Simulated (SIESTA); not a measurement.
## AlNi under changes of volume

One of the cells (11.956 Å³/atom); the others are scaled copies at fixed shape and fractional positions:

```
Ni Al
1.0
     2.88100    0.00000    0.00000
     0.00000    2.88100    0.00000
     0.00000    0.00000    2.88100
Ni Al
1 1
Cartesian
  1.4405 1.4405 1.4405
  0.0000 0.0000 0.0000
```

* Program: SIESTA 5.4.2
* Functional: LDA
* Potentials or basis: PseudoDojo 0.4 standard (LDA files)
* Basis: DZP (energy shift 0.003 Ry; two zetas on semicore shells)
* Grid cutoff: 800 Ry
* Energy shift: 0.003 Ry
* k mesh: 7 × 7 × 7
* Occupations: fermi-dirac, width 0.05 eV
* Spin: collinear spin, ferromagnetic start
* Starting moments: [1.0, 0.0] μB

```tsv
volume (Å³/atom)	energy over the lowest point (meV/atom)	pressure (GPa)
11.239	0.00	0.4
11.478	2.44	-3.5
11.717	10.35	-7.0
11.956	23.16	-10.1
12.196	40.40	-12.9
12.435	?	?
12.674	85.98	-17.5
```

Q: What does the run at 12.435 Å³/atom give?

A: Energy over the lowest point 61.44 meV/atom; pressure -15.3 GPa.

Worked out: A Birch-Murnaghan fit of order 3 (a polynomial in V^(-2/3)) to the other rows has its minimum at 11.26 Å³/atom with B0 = V·E''(V) = 192 GPa and B' = 4.4. It gives 61.46 meV/atom at 12.435 Å³/atom, against the run's 61.44, and -dE/dV = -15.3 GPa, against -15.3.

Energies are extrapolated to zero smearing.

Caveats: short orbitals over semicore shells can move pressures by several GPa; the basis of atomic orbitals isn't converged, which shifts pressures, moduli and gaps.
